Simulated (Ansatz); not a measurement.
# SiO2: the cost of one run

Computed with Ansatz 0.2.0 (DFT PBE, scalar-relativistic, unless a step's input says otherwise).

**1. The system as given**

The structure is tetragonal, space group P4_2/mnm (No. 136). The conventional cell has a = 4.180 Å, b = 4.180 Å, c = 2.668 Å, α = 90.00°, β = 90.00°, γ = 90.00°. Si (site symmetry mmm) is surrounded by 6 O at 1.76 to 1.81 Å. O (site symmetry m2m) has 3 Si at 1.76 to 1.81 Å as nearest neighbours.

Structure file:

```
Si O
1.0
     4.18010    0.00000    0.00000
     0.00000    4.18010    0.00000
     0.00000    0.00000    2.66780
Si O
2 4
Direct
  0.00000 0.00000 0.00000
  0.50000 0.50000 0.50000
  0.30670 0.30670 0.00000
  0.19330 0.80670 0.50000
  0.69330 0.69330 0.00000
  0.80670 0.19330 0.50000
```

Atoms are numbered in the order of the input: Si1, Si2, O3, O4, O5, O6.

**2. The deformed structure**

Space group P4_2/mnm before, P4_2/mnm after.

**3. All-electron LAPW**

The input, input.yaml:

```yaml
crystal:
  lattice:
    - [4.263702, 0.0, 0.0]
    - [0.0, 4.263702, 0.0]
    - [0.0, 0.0, 2.6678]
  atoms:
    - { symbol: Si, position: [0.0, 0.0, 0.0] }
    - { symbol: Si, position: [0.5, 0.5, 0.5] }
    - { symbol: O, position: [0.3067, 0.3067, 0.0] }
    - { symbol: O, position: [0.1933, 0.8067, 0.5] }
    - { symbol: O, position: [0.6933, 0.6933, 0.0] }
    - { symbol: O, position: [0.8067, 0.1933, 0.5] }
kpoints:
  mp_grid: { grid: [6, 6, 9] }
  band_path:
    path:
      - [0.0, 0.0, 0.0]
      - [0.0, 0.5, 0.0]
      - [0.5, 0.5, 0.0]
      - [0.0, 0.0, 0.0]
      - [0.0, 0.0, 0.5]
      - [0.0, 0.5, 0.5]
      - [0.5, 0.5, 0.5]
      - [0.0, 0.0, 0.5]
      - [0.0, 0.5, 0.0]
    npoints: 5
scf:
  occupations: { method: fermi_dirac, width: 0.03 }
hamiltonian:
  xc: pbe
  pseudopotentials: { kind: all_electron, lapw: { basis_error: 0.001 } }
output:
  forces: true
  stress: true
  eigenvalues: true
```

On the command line:

```sh
$ ansatz run input.yaml --threads 2 --pin off --max-ram 6144MiB --backend cpu --events-out ev --progress --plain --runs-dir out
```

Q: Estimate wall time and peak memory on 2 threads of Intel Xeon 6975P-C (Granite Rapids), shared host.

About 19 s, with a peak of 0.59 GiB.
